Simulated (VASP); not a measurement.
Mg:

```
Mg
1.0
     3.20930    0.00000    0.00000
    -1.60465    2.77934    0.00000
     0.00000    0.00000    5.21030
Mg
2
Cartesian
  1.6047 0.9264 3.9077
  0.0000 1.8529 1.3026
```

| Quantity | Value |
| --- | --- |
| Program | VASP 6.6.1 |
| Task | relaxation of cell and atoms |
| Functional | PBE |
| Dispersion | D3(BJ) |
| Potentials or basis | VASP PAW PBE potentials, release 64 (Mg) |
| Cutoff | 600 eV |
| k mesh | 10 × 10 × 5 |
| Occupations | fermi-dirac, width 0.05 eV |
| Spin | no spin polarisation |

At the start: pressure -2.4 GPa; volume 23.24 Å³/atom.

Where does the relaxation end?

Over 8 steps the energy falls by 14.5 meV/atom and the volume is 21.72 Å³/atom (-6.5 %); space group P6_3/mmc (No. 194, to 0.05 Å).

Step by step:
```tsv
step	energy change (eV)	largest force (eV/Å)	pressure (GPa)	volume (Å³)
1	0.0000	0.0000	-2.41	46.47
2	-0.0248	0.0000	-0.68	44.16
3	-0.0271	0.0000	0.06	43.32
4	-0.0271	0.0000	0.12	43.26
5	-0.0283	0.0000	0.13	43.28
6	-0.0289	0.0000	0.12	43.30
7	-0.0289	0.0000	0.12	43.30
8	-0.0290	0.0000	-0.01	43.44
```

Final structure:
```
Mg
1.0
     3.10879    0.00000    0.00000
    -1.55439    2.69229    0.00000
     0.00000    0.00000    5.18992
Mg
2
Direct
  0.66667 0.33333 0.75000
  0.33333 0.66667 0.25000
```

Caveat: pairwise dispersion overbinds metals, which lowers pressure and volume.
